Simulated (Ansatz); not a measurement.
# Relativistic treatment of NaI

```xyz
2
Lattice="0.0000 3.5814 3.5814 3.5814 0.0000 3.5814 3.5814 3.5814 0.0000" Properties=species:S:1:pos:R:3 pbc="T T T"
Na    0.0000    0.0000    0.0000
I     1.7907    1.7907    1.7907
```

Atom numbers follow the list: Na1, I2.

The structure comes from a relaxation in the same program, started in the zincblende type, and has space group F-43m. Whether it is a known phase or the ground state wasn't checked.

One fixed cell is solved with PBE by full-potential LAPW in Ansatz 0.2.0 under different relativistic treatments. Pressure is positive in compression.

Settings: a Γ-centred 10×10×10 k mesh, Fermi–Dirac smearing of 0.05 eV, basis error target 1 meV/atom, no spin polarisation.

```
                 setting  P (GPa)  gap over the k mesh and a high-symmetry path (eV)  lowest level at Γ above −25 eV, from the valence-band top or, without a gap, the Fermi level (eV)
     scalar-relativistic     0.01                                               3.77                                                                                             -22.15
        non-relativistic     0.17                                               4.19                                                                                             -22.09
with spin–orbit coupling     0.02                                               3.46                                                                                             -22.58
```
